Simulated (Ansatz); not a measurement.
The system is MoS2.

```
Mo S
1.0
     3.22746    0.00000    0.00000
    -1.61373    2.79507    0.00000
     0.00000    0.00000    6.31247
Mo S
1 2
Direct
  0.00000 0.00000 0.50000
  0.66667 0.33333 0.74468
  0.33333 0.66667 0.25532
```

Measurements of this composition are mostly on another form, of space group No. 194.

| Item | Value |
| --- | --- |
| Program | Ansatz 0.2.0 |
| Task | relaxation of cell and atoms |
| Functional | PBEsol |
| Dispersion | D4 |
| Potentials or basis | Ansatz PAW |
| Cutoff | 420 eV (not typed: the program's choice for these potentials) |
| k mesh | 9 × 9 × 4 |
| Occupations | fermi-dirac, width 0.05 eV |
| Spin | no spin polarisation |

At the start: volume 18.98 Å³/atom.

Where does the relaxation end?

It ends after 7 steps and the volume is 16.28 Å³/atom (-14.2 %); space group P-3m1 (No. 164, to 0.05 Å).

The path:
| step | energy change (eV) | largest force (eV/Å) | volume (Å³) |
| --- | --- | --- | --- |
| 1 | 0.0000 | 0.0251 | 56.94 |
| 2 | -0.1117 | 0.0666 | 49.74 |
| 3 | -0.1316 | 0.0528 | 50.34 |
| 4 | -0.1444 | 0.0296 | 49.12 |
| 5 | -0.1447 | 0.0028 | 48.81 |
| 6 | -0.1447 | 0.0001 | 48.85 |
| 7 | -0.1441 | 0.0002 | 48.85 |

Final structure:
```cif
data_structure
_symmetry_space_group_name_H-M 'P 1'
_symmetry_Int_Tables_number 1
_cell_length_a 3.1444
_cell_length_b 3.1444
_cell_length_c 5.7054
_cell_angle_alpha 90.000
_cell_angle_beta 90.000
_cell_angle_gamma 120.000
_cell_volume 48.85
loop_
_atom_site_label
_atom_site_type_symbol
_atom_site_fract_x
_atom_site_fract_y
_atom_site_fract_z
_atom_site_occupancy
Mo1 Mo 0.00000 0.00000 0.50000 1
S1 S 0.66667 0.33333 0.77546 1
S2 S 0.33333 0.66667 0.22454 1
```

Caveat: the plane-wave basis is chosen anew once the cell has moved, so the energies of steps on either side of that aren't comparable; the PAW data sets come from PBE, with cores solved anew for the run's functional, which leaves a small shift of forces and pressure.
